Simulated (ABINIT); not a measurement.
# SiC (P6_3mc): one start, several treatments of the self-energy

Aim: compare treatments of exchange, screening and correlation for the gap of SiC (P6_3mc).

Main program and level: ABINIT 10.8.3; PBE and many-body steps on it, plane waves.

**What was measured.**

- Gap 3.33 eV: band gap at cryogenic temperature; bulk crystal (literature value) (quoted in “Silicon carbide diodes for neutron detection”, 2020, arxiv:2009.14696).

## Step 1: The structure

The structure is hexagonal, space group P6_3mc (No. 186). The conventional cell has a = 3.074 Å, b = 3.074 Å, c = 5.045 Å, α = 90.00°, β = 90.00°, γ = 120.00°. Si has 4 C at 1.88 to 1.90 Å nearest. C has 4 Si at 1.88 to 1.90 Å nearest. Farther neighbours are not listed.

The cell and positions are those that the Materials Project relaxed with its own functionals (PBE, PBE+U or r2SCAN), kept fixed.

## Step 2: Empty states on the mesh, 6×6×4 mesh, 188 bands

This step: ABINIT 10.8.3; DFT, PBE, plane waves, norm-conserving pseudopotentials.

The sums over transitions need many empty states on a uniform mesh; this step solves for them.

run.abi reads:

```
acell 3*1.0 Angstrom
rprim 
  3.073513928196 0.000000000001 0.000000000000
  -1.536756964099 2.661741140703 0.000000000000
  0.000000000000 0.000000000000 5.045247710000
ntypat 2
znucl 14 6
natom 4
typat 1 1 2 2
xred 
  0.333333333333 0.666666666667 0.499602400000
  0.666666666667 0.333333333333 0.999602400000
  0.333333333333 0.666666666667 0.875397600000
  0.666666666667 0.333333333333 0.375397600000
pp_dirpath "pseudos"
pseudos "Si.upf, C.upf"
ecut 37
ngkpt 6 6 4
nshiftk 1
shiftk 0 0 0
kptopt 1
chksymbreak 0
irdden 1
istwfk *1
nband 188
prtvol 0
optdriver 6
gwr_task "HDIAGO"
paral_kgb 0
occopt 1
indata_prefix "in"
outdata_prefix "out"
tmpdata_prefix "tmp"
```

The run is started by

```console
> OMP_NUM_THREADS=1 mpirun -n 8 abinit run.abi > log
```

Log:

```text
.Version 10.8.3 of ABINIT. v10.8.2 released Aug 2026.

 Symmetries : space group P6_3 m c (#186); Bravais hP (primitive hexag.)
[... echo of the input left out ...]
== DATASET  1 ==================================================================
-   mpi_nproc: 8, omp_nthreads: 1 (-1 if OMP is not activated)

--- !DatasetInfo
iteration_state: {dtset: 1, }
dimensions: {natom: 4, nkpt: 21, mband: 188, nsppol: 1, nspinor: 1, nspden: 1, mpw: 3015, }
cutoff_energies: {ecut:  37.0, pawecutdg:  -1.0, }
[...]
Indirect band gap semiconductor
 Fundamental gap:     2.275 (eV)
   VBM:     7.012 (eV) at k: [ 0.0000E+00,  0.0000E+00,  0.0000E+00]
   CBM:     9.287 (eV) at k: [ 3.3333E-01,  3.3333E-01,  0.0000E+00]
 Direct gap:         3.985 (eV) at k: [ 5.0000E-01,  0.0000E+00,  0.0000E+00]

== END DATASET(S) ==============================================================
================================================================================

 -outvars: echo values of variables after computation  --------
           etotal      0.0000000000E+00
            nband         188
             nkpt          21
          spgroup         186
 [... the other variables as echoed above ...]

 Calculation completed.
```

Run time: 99 s. Hardware: 8 MPI ranks of Arm Neoverse N1, shared host; peak memory 4.3 GiB; 13 min of CPU time.

Numbers from this step:

- gap: 2.275 eV
- k of the valence top: 0, 0, 0
- k of the conduction bottom: 0.3333, 0.3333, 0
- least direct gap: 3.985 eV
- k points computed: 21
- lowest point of the top converged band, above the valence top: 131.3251 eV

On this mesh the gap is 2.275 eV.

The density comes from a self-consistent run that is not shown.

## Step 3: Screening, 6×6×4 mesh, 180 bands, screening to 228.6 eV

The RPA dielectric matrix is built and inverted for each q.

This step: RPA screening on PBE, plane waves, norm-conserving pseudopotentials.

Changes to run.abi since step 2:

```diff
@@ -22,10 +22,11 @@
 chksymbreak 0
-irdden 1
 istwfk *1
-nband 188
-prtvol 0
-optdriver 6
-gwr_task "HDIAGO"
-paral_kgb 0
 occopt 1
+irdwfk 1
+optdriver 3
+nband 180
+ecuteps 8.4
+inclvkb 2
+awtr 1
+symchi 1
 indata_prefix "in"
```

Log:

```text
.Version 10.8.3 of ABINIT. v10.8.2 released Aug 2026.

 Symmetries : space group P6_3 m c (#186); Bravais hP (primitive hexag.)
[... echo of the input left out ...]
== DATASET  1 ==================================================================
-   mpi_nproc: 8, omp_nthreads: 1 (-1 if OMP is not activated)

--- !DatasetInfo
iteration_state: {dtset: 1, }
dimensions: {natom: 4, nkpt: 21, mband: 180, nsppol: 1, nspinor: 1, nspden: 1, mpw: 3015, }
cutoff_energies: {ecut:  37.0, pawecutdg:  -1.0, }
electrons: {nelect:   1.60000000E+01, charge:   0.00000000E+00, occopt:   1.00000000E+00, tsmear:   1.00000000E-02, }

 SCREENING: Calculation of the susceptibility and dielectric matrices

 Based on a program developped by R.W. Godby, V. Olevano, G. Onida, and L. Reining.
 Incorporated in ABINIT by V. Olevano, G.-M. Rignanese, and M. Torrent.
.Using double precision arithmetic ; gwpc =  8

[... cell and pseudopotentials left out ...]
--------------------------------------------------------------------------------

 ==== K-mesh for the wavefunctions ====
 Number of points in the irreducible wedge :    21
[... list of points left out ...]
 Together with 12 symmetry operations and time-reversal symmetry
 yields   144 points in the full Brillouin Zone.

 ==== Q-mesh for the screening function ====
 Number of points in the irreducible wedge :    21
[... list of points left out ...]
 Together with 12 symmetry operations and time-reversal symmetry
 yields   144 points in the full Brillouin Zone.

 setmesh: FFT mesh size selected  =    24x   24x   40
          total number of points  =        23040

 vcoul_init : cutoff-mode = AUXILIARY_FUNCTION
 q-points for optical limit:   1
     1)      0.000010    0.000020    0.000030

- screening: taking advantage of time-reversal symmetry
- Maximum band index for partially occupied states nbvw = 8
- Remaining bands to be divided among processors   nbcw = 172
- Number of bands treated by each node ~21

 Number of electrons calculated from density =   16.0000; Expected =   16.0000
 average of density, n =  0.057443
 r_s =    1.6078
 omega_plasma =   23.1193 [eV]

 calculating chi0 at frequencies [eV] :
  1    0.000000E+00    0.000000E+00
  2    0.000000E+00    2.311935E+01

--------------------------------------------------------------------------------
  q-point number  1        q = ( 0.000000, 0.000000, 0.000000) [r.l.u.]
--------------------------------------------------------------------------------
[... chi0 elements left out ...]
 For q-point:  0.000010 0.000020 0.000030
  dielectric constant =   6.8547
  dielectric constant without local fields =   7.5085

  Average fulfillment of the sum rule on Im[epsilon] for q-point    1 :     91.91  [%]
[... wings left out ...]
  q-point number  2        q = ( 0.166667, 0.000000, 0.000000) [r.l.u.]
--------------------------------------------------------------------------------
[... chi0 elements left out ...]
  Average fulfillment of the sum rule on Im[epsilon] for q-point    2 :     95.04  [%]

 [... 19 further q-points ...]
```

Run time: 5 min. Hardware: 8 MPI ranks; peak memory 2.8 GiB.

Numbers from this step:

- ε∞ with local fields, on this mesh, along the program's q direction: 6.855
- the same without local fields: 7.508
- plasma frequency: 23.12 eV
- plane waves in the screening matrix: 313

Local fields lower ε∞ by 9 %.

## Step 4: G0W0, Godby-Needs plasmon pole

The self-energy is evaluated for the states that the input lists, and the levels follow from it, in one-shot runs by the linearised quasiparticle equation.

This step: G0W0 on PBE, plane waves, norm-conserving pseudopotentials.

Changes to run.abi since step 3:

```diff
@@ -25,8 +25,19 @@
 irdwfk 1
-optdriver 3
+optdriver 4
 nband 180
+gwcalctyp 0
+ecutsigx 37
+symsigma 1
+nkptgw 3
+kptgw 
+  0.0000000000 0.0000000000 0.0000000000
+  0.3333333333 0.3333333333 0.0000000000
+  0.5000000000 0.0000000000 0.0000000000
+bdgw 
+  7 10
+  6 10
+  7 10
 ecuteps 8.4
-inclvkb 2
-awtr 1
-symchi 1
+irdscr 1
+ppmodel 1
 indata_prefix "in"
```

Log:

```text
.Version 10.8.3 of ABINIT. v10.8.2 released Aug 2026.

 Symmetries : space group P6_3 m c (#186); Bravais hP (primitive hexag.)
[... echo of the input left out ...]
== DATASET  1 ==================================================================
-   mpi_nproc: 8, omp_nthreads: 1 (-1 if OMP is not activated)

--- !DatasetInfo
iteration_state: {dtset: 1, }
dimensions: {natom: 4, nkpt: 21, mband: 180, nsppol: 1, nspinor: 1, nspden: 1, mpw: 3015, }
cutoff_energies: {ecut:  37.0, pawecutdg:  -1.0, }
electrons: {nelect:   1.60000000E+01, charge:   0.00000000E+00, occopt:   1.00000000E+00, tsmear:   1.00000000E-02, }

 SIGMA: Calculation of the GW corrections

 Based on a program developped by R.W. Godby, V. Olevano, G. Onida, and L. Reining.
 Incorporated in ABINIT by V. Olevano, G.-M. Rignanese, and M. Torrent.
.Using double precision arithmetic ; gwpc =  8

[... cell and pseudopotentials left out ...]
--------------------------------------------------------------------------------

 ==== K-mesh for the wavefunctions ====
 Number of points in the irreducible wedge :    21
[... list of points left out ...]
 Together with 12 symmetry operations and time-reversal symmetry
 yields   144 points in the full Brillouin Zone.

 ==== Q-mesh for screening function ====
 Number of points in the irreducible wedge :    21
[... list of points left out ...]
 Together with 12 symmetry operations and time-reversal symmetry
 yields   144 points in the full Brillouin Zone.

 vcoul_init : cutoff-mode = AUXILIARY_FUNCTION
 q-points for optical limit:   1
     1)      0.000010    0.000020    0.000030
 setmesh: FFT mesh size selected  =    27x   27x   54
          total number of points  =        39366

 Number of electrons calculated from density =   16.0000; Expected =   16.0000
 average of density, n =  0.057443
 r_s =    1.6078
 omega_plasma =   23.1193 [eV]

 === KS Band Gaps ===
  >>>> For spin  1
   Minimum direct gap =   3.9851 [eV], located at k-point      :   0.5000  0.0000  0.0000
   Fundamental gap    =   2.2753 [eV], Top of valence bands at :   0.0000  0.0000  0.0000
                                       Bottom of conduction at :   0.3333  0.3333  0.0000
 SIGMA fundamental parameters:
 PLASMON POLE MODEL  1
 number of plane-waves for SigmaX                 2973
 number of plane-waves for SigmaC and W            313
 number of plane-waves for wavefunctions          2973
 number of bands                                   180
 number of independent spin polarizations            1
 number of spinorial components                      1
 number of k-points in IBZ                          21
 number of q-points in IBZ                          21
 number of symmetry operations                      12
 number of k-points in BZ                          144
 number of q-points in BZ                          144
 number of frequencies for dSigma/dE                 9
 frequency step for dSigma/dE [eV]                0.25
 number of omega for Sigma on real axis              0
 max omega for Sigma on real axis  [eV]           0.00
 zcut for avoiding poles [eV]                     0.10

 EPSILON^-1 parameters (SCR file):
 dimension of the eps^-1 matrix on file            313
 dimension of the eps^-1 matrix used               313
 number of plane-waves for wavefunctions          2973
 number of bands                                   180
 number of q-points in IBZ                          21
 number of frequencies                               2
 number of real frequencies                          1
 number of imag frequencies                          1

 matrix elements of self-energy operator (all in [eV])

 Perturbative Calculation

--- !SelfEnergy_ee
iteration_state: {dtset: 1, }
kpoint     : [   0.000,    0.000,    0.000, ]
spin       : 1
KS_gap     :    4.820
QP_gap     :    5.706
Delta_QP_KS:    0.886
data: !SigmaeeData |
     Band     E0 <VxcDFT>   SigX SigC(E0)      Z dSigC/dE  Sig(E)    E-E0       E
        7   7.012 -15.027 -17.600   1.905   0.792  -0.262 -15.556  -0.529   6.483
        8   7.012 -15.027 -17.600   1.905   0.792  -0.262 -15.556  -0.529   6.483
        9  11.832 -12.163  -6.994  -4.727   0.806  -0.240 -11.806   0.357  12.189
       10  13.231 -12.779  -7.194  -5.174   0.793  -0.261 -12.453   0.326  13.557

--- !SelfEnergy_ee
iteration_state: {dtset: 1, }
kpoint     : [   0.333,    0.333,    0.000, ]
spin       : 1
KS_gap     :    6.117
QP_gap     :    7.179
Delta_QP_KS:    1.062
data: !SigmaeeData |
     Band     E0 <VxcDFT>   SigX SigC(E0)      Z dSigC/dE  Sig(E)    E-E0       E
        6   2.959 -13.062 -17.039   2.850   0.781  -0.281 -13.942  -0.880   2.078
        7   2.959 -13.062 -17.039   2.850   0.781  -0.281 -13.942  -0.880   2.078
[...]
--- !SelfEnergy_ee
iteration_state: {dtset: 1, }
kpoint     : [   0.500,    0.000,    0.000, ]
spin       : 1
KS_gap     :    3.985
QP_gap     :    4.901
Delta_QP_KS:    0.916
data: !SigmaeeData |
     Band     E0 <VxcDFT>   SigX SigC(E0)      Z dSigC/dE  Sig(E)    E-E0       E
[...]
8   5.813 -14.520 -17.600   2.215   0.789  -0.267 -15.202  -0.683   5.130
        9   9.798 -10.579  -6.048  -4.246   0.821  -0.218 -10.345   0.234  10.032
       10  11.240 -11.760  -6.959  -4.342   0.809  -0.236 -11.389   0.371  11.611

== END DATASET(S) ==============================================================
================================================================================

 -outvars: echo values of variables after computation  --------
           etotal      0.0000000000E+00
            nband         180
             nkpt          21
          spgroup         186
 [... the other variables as echoed above ...]

 Calculation completed.
```

It took 76 s on 8 MPI ranks; peak memory 3.1 GiB.

Numbers from this step:

```
G0W0 gap on the points computed              : 2.981 eV
starting gap on the mesh                     : 2.275 eV
k of the valence top                         : 0, 0, 0
k of the conduction bottom                   : 0.3333, 0.3333, 0
Z at the valence top                         : 0.792
Z at the conduction bottom                   : 0.824
least direct G0W0 gap on the computed points : 4.902 eV
```

The gap on the mesh goes from 2.28 eV to 2.98 eV, a correction of +0.71 eV.

## Step 5: G0W0, Hybertsen-Louie plasmon pole

Changes to run.abi since step 4:

```diff
@@ -41,3 +41,3 @@
 irdscr 1
-ppmodel 1
+ppmodel 2
 indata_prefix "in"
```

Log:

```text
.Version 10.8.3 of ABINIT. v10.8.2 released Aug 2026.

 Symmetries : space group P6_3 m c (#186); Bravais hP (primitive hexag.)
[... echo of the input left out ...]
== DATASET  1 ==================================================================
-   mpi_nproc: 8, omp_nthreads: 1 (-1 if OMP is not activated)

--- !DatasetInfo
iteration_state: {dtset: 1, }
dimensions: {natom: 4, nkpt: 21, mband: 180, nsppol: 1, nspinor: 1, nspden: 1, mpw: 3015, }
cutoff_energies: {ecut:  37.0, pawecutdg:  -1.0, }
electrons: {nelect:   1.60000000E+01, charge:   0.00000000E+00, occopt:   1.00000000E+00, tsmear:   1.00000000E-02, }

 SIGMA: Calculation of the GW corrections

 Based on a program developped by R.W. Godby, V. Olevano, G. Onida, and L. Reining.
 Incorporated in ABINIT by V. Olevano, G.-M. Rignanese, and M. Torrent.
.Using double precision arithmetic ; gwpc =  8

[... cell and pseudopotentials left out ...]
--------------------------------------------------------------------------------

 ==== K-mesh for the wavefunctions ====
 Number of points in the irreducible wedge :    21
[... list of points left out ...]
 Together with 12 symmetry operations and time-reversal symmetry
 yields   144 points in the full Brillouin Zone.

 ==== Q-mesh for screening function ====
 Number of points in the irreducible wedge :    21
[... list of points left out ...]
 Together with 12 symmetry operations and time-reversal symmetry
 yields   144 points in the full Brillouin Zone.

 vcoul_init : cutoff-mode = AUXILIARY_FUNCTION
 q-points for optical limit:   1
     1)      0.000010    0.000020    0.000030
 setmesh: FFT mesh size selected  =    27x   27x   54
          total number of points  =        39366

 Number of electrons calculated from density =   16.0000; Expected =   16.0000
[...]
number of plane-waves for wavefunctions          2973
 number of bands                                   180
 number of q-points in IBZ                          21
 number of frequencies                               2
 number of real frequencies                          1
 number of imag frequencies                          1

 matrix elements of self-energy operator (all in [eV])

 Perturbative Calculation

--- !SelfEnergy_ee
iteration_state: {dtset: 1, }
kpoint     : [   0.000,    0.000,    0.000, ]
spin       : 1
KS_gap     :    4.820
QP_gap     :    5.819
Delta_QP_KS:    0.999
data: !SigmaeeData |
     Band     E0 <VxcDFT>   SigX SigC(E0)      Z dSigC/dE  Sig(E)    E-E0       E
        7   7.012 -15.027 -17.600   1.494   0.816  -0.225 -15.908  -0.881   6.131
        8   7.012 -15.027 -17.600   1.494   0.816  -0.225 -15.908  -0.881   6.131
        9  11.832 -12.163  -6.994  -5.027   0.827  -0.209 -12.045   0.118  11.950
[...]
--- !SelfEnergy_ee
iteration_state: {dtset: 1, }
kpoint     : [   0.333,    0.333,    0.000, ]
spin       : 1
KS_gap     :    6.117
QP_gap     :    7.324
Delta_QP_KS:    1.207
data: !SigmaeeData |
     Band     E0 <VxcDFT>   SigX SigC(E0)      Z dSigC/dE  Sig(E)    E-E0       E
[...]
--- !SelfEnergy_ee
iteration_state: {dtset: 1, }
kpoint     : [   0.500,    0.000,    0.000, ]
spin       : 1
KS_gap     :    3.985
QP_gap     :    5.031
Delta_QP_KS:    1.046
data: !SigmaeeData |
     Band     E0 <VxcDFT>   SigX SigC(E0)      Z dSigC/dE  Sig(E)    E-E0       E
[...]
9   9.798 -10.579  -6.048  -4.524   0.839  -0.192 -10.573   0.006   9.804
       10  11.240 -11.760  -6.959  -4.624   0.830  -0.204 -11.613   0.147  11.387

== END DATASET(S) ==============================================================
================================================================================

 -outvars: echo values of variables after computation  --------
           etotal      0.0000000000E+00
            nband         180
             nkpt          21
          spgroup         186
 [... the other variables as echoed above ...]

 Calculation completed.
```

Elapsed: 73 s, on 8 MPI ranks; peak memory 2.9 GiB; 9.7 min of CPU time.

This step gave:

```yaml
g0w0_gap_on_the_points_computed: 3.114 eV
starting_gap_on_the_mesh: 2.275 eV
k_of_the_valence_top: 0, 0, 0
k_of_the_conduction_bottom: 0.3333, 0.3333, 0
z_at_the_valence_top: 0.816
z_at_the_conduction_bottom: 0.842
least_direct_g0w0_gap_on_the_computed_points: 5.032 eV
```

Against G0W0 in ABINIT (6×6×4 mesh, 180 bands, screening to 228.6 eV, Godby-Needs plasmon pole), the gap moves by +0.133 eV.

## Step 6: G0W0, von der Linden-Horsch plasmon pole

Changes to run.abi since step 5:

```diff
@@ -41,3 +41,3 @@
 irdscr 1
-ppmodel 2
+ppmodel 3
 indata_prefix "in"
```

Log:

```text
.Version 10.8.3 of ABINIT. v10.8.2 released Aug 2026.

 Symmetries : space group P6_3 m c (#186); Bravais hP (primitive hexag.)
[... echo of the input left out ...]
== DATASET  1 ==================================================================
-   mpi_nproc: 8, omp_nthreads: 1 (-1 if OMP is not activated)

--- !DatasetInfo
iteration_state: {dtset: 1, }
dimensions: {natom: 4, nkpt: 21, mband: 180, nsppol: 1, nspinor: 1, nspden: 1, mpw: 3015, }
cutoff_energies: {ecut:  37.0, pawecutdg:  -1.0, }
[...]
Band     E0 <VxcDFT>   SigX SigC(E0)      Z dSigC/dE  Sig(E)    E-E0       E
[...]
9   9.798 -10.579  -6.048  -4.676   0.847  -0.181 -10.702  -0.123   9.675
       10  11.240 -11.760  -6.959  -4.716   0.837  -0.195 -11.689   0.071  11.311

== END DATASET(S) ==============================================================
================================================================================

 -outvars: echo values of variables after computation  --------
           etotal      0.0000000000E+00
            nband         180
             nkpt          21
          spgroup         186
 [... the other variables as echoed above ...]

 Calculation completed.
```

The job ended after 29 s (8 MPI ranks; peak memory 2.7 GiB; 3.9 min of CPU time).

Numbers from this step:

- G0W0 gap on the points computed: 2.942 eV
- starting gap on the mesh: 2.275 eV
- k of the valence top: 0, 0, 0
- k of the conduction bottom: 0.3333, 0.3333, 0
- least direct G0W0 gap on the computed points: 4.894 eV

Against G0W0 in ABINIT (6×6×4 mesh, 180 bands, screening to 228.6 eV, Godby-Needs plasmon pole), the gap moves by −0.039 eV.

(Part 1 of 2 ends here.)

[Paths, hosts, dates, memory and timing lines, banners, echoed tables and standing remarks are left out of the program output.]

[Logs are printed without paths, hosts, clocks, repeated set-up lines and the standing remarks that a program may print on its own settings, such as how far it seeks lower states.]

[Runs of the session that timed out or met a known fault of the program may be left out.]

[Hosts, paths, dates, database ids (printed as entryN), source tags and the programs' standing remarks are cut or masked in the printed files.]

[G0W0 gaps are taken among the corrected bands and points alone; a level outside them can change the order at an edge.]

[Where Ansatz stands beside ABINIT at settings called matched, ABINIT's density can come from a denser mesh and the files from another edition; pairs whose starting gaps differed by over 0.03 eV were left out, so agreement reads better than it is.]
